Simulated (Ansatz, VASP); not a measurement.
## Two plane-wave programs on CsH

INCAR

```
SYSTEM = CsH
  ALGO = Normal
  EDIFF = 1E-6
  ENCUT = 520
  GGA = CA
  ISIF = 2
  ISMEAR = 0
  LASPH = .TRUE.
  LCHARG = .FALSE.
  LREAL = .FALSE.
  LWAVE = .FALSE.
  NBANDS = 12
  NELM = 80
  PREC = Accurate
  SIGMA = 0.05
```

KPOINTS

```
k-points
0
G
  8 8 8
  0 0 0
```

Contents of POSCAR:

```
CsH
1.0
    3.8184085400      0.0000000000      0.0000000000
    0.0000000000      3.8184085400      0.0000000000
    0.0000000000      0.0000000000      3.8184085400
Cs H
1 1
Direct
    0.0000000000      0.0000000000      0.0000000000
    0.5000000000      0.5000000000      0.3690553945
```

Input for Ansatz:

```yaml
crystal:
  lattice:
    - [3.81840854, 0.0, 0.0]
    - [0.0, 3.81840854, 0.0]
    - [0.0, 0.0, 3.81840854]
  atoms:
    - { symbol: Cs, position: [0.0, 0.0, 0.0] }
    - { symbol: H, position: [0.5, 0.5, 0.3690553945] }
basis:
  ecutwfc: 420
kpoints:
  mp_grid: { grid: [8, 8, 8] }
hamiltonian:
  xc: lda
scf:
  occupations: { method: gaussian, width: 0.05 }
output:
  forces: true
  stress: true
  eigenvalues: true
```

Change from the starting cell: all H atoms moved -0.500 Å, as atom 2 along Cartesian [0 0 1].

Alike in both runs: task single point; functional LDA; k mesh 8 × 8 × 8; occupations gaussian, width 0.05 eV; no spin polarisation.

```csv
,VASP,Ansatz
version,VASP 6.6.1,Ansatz 0.2.0
potentials or method,"VASP PAW LDA potentials, release 64 (Cs_sv, H)","scalar-relativistic, plane waves, PAW"
plane-wave cutoff (eV),520,420
valence electrons in the cell,10,10
```

```csv
,VASP,Ansatz,Ansatz less VASP
gap on the k mesh at the Fermi level (eV),2.51,2.52,+0.011
least direct gap on the mesh (eV),2.51,2.52,+0.011
pressure (GPa),-1.2,-1.3,-0.07
largest component of the traceless stress (GPa),0.16,0.17,+0.011
rms of the force components (eV/Å),0.102,0.099,-0.0028
```

Atom by atom the forces differ by 0.003 eV/Å (rms over components).

Caveats: spin-orbit coupling is left out, which moves the levels of the heavy elements. A k mesh can miss the band edges.
